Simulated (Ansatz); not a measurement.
# Hg under strains and displacements

Theory: Ansatz 0.2.0, DFT PBEsol, scalar-relativistic, plane waves, PAW.

Cutoff 420 eV; k points 14×14×14 on the computed 2-atom cell (Γ-centred); Gaussian smearing, width 0.10 eV; no spin polarisation.

Reference cell:

```
Hg
1.0
    -2.92975    2.92975    1.57255
     2.92975   -2.92975    1.57255
     2.92975    2.92975   -1.57255
Hg
2
Direct
  0.75000 0.25000 0.50000
  0.00000 0.00000 0.00000
```

Each variant moves atoms of this cell by the vectors given, if any (Å), and then applies a symmetric strain (tensor components, Cartesian axes). The reference cell isn't relaxed at this level. Energies are per atom at zero smearing, counted from the lowest variant. Pressure is positive in compression.

1. strain (xx yy zz yz xz xy, %) -9.16 -1.64 1.31 0.00 1.10 0.00; moves: Hg1 (-0.047, 0.000, -0.088); Hg2 (0.047, 0.000, 0.088)
2. no strain; moves: Hg2 (0.375, 0.000, 0.000)
3. strain (xx yy zz yz xz xy, %) 4.35 4.35 -1.65 0.00 0.00 0.00
4. strain (xx yy zz yz xz xy, %) -0.86 -0.86 0.61 0.00 0.00 -2.00

```csv
result,ΔE (meV/atom),P (GPa),largest force (eV/Å)
A,0.0,-2.13,0.00
B,91.2,-0.08,1.18
C,40.2,-3.22,0.00
D,19.3,1.78,0.60
```

Task: Which variant gave which result?

Result: A is 4, B is 2, C is 3, D is 1.

Spin–orbit coupling is left out, which can shift energies with elements as heavy as these.

This form isn't the element's structure at ambient conditions.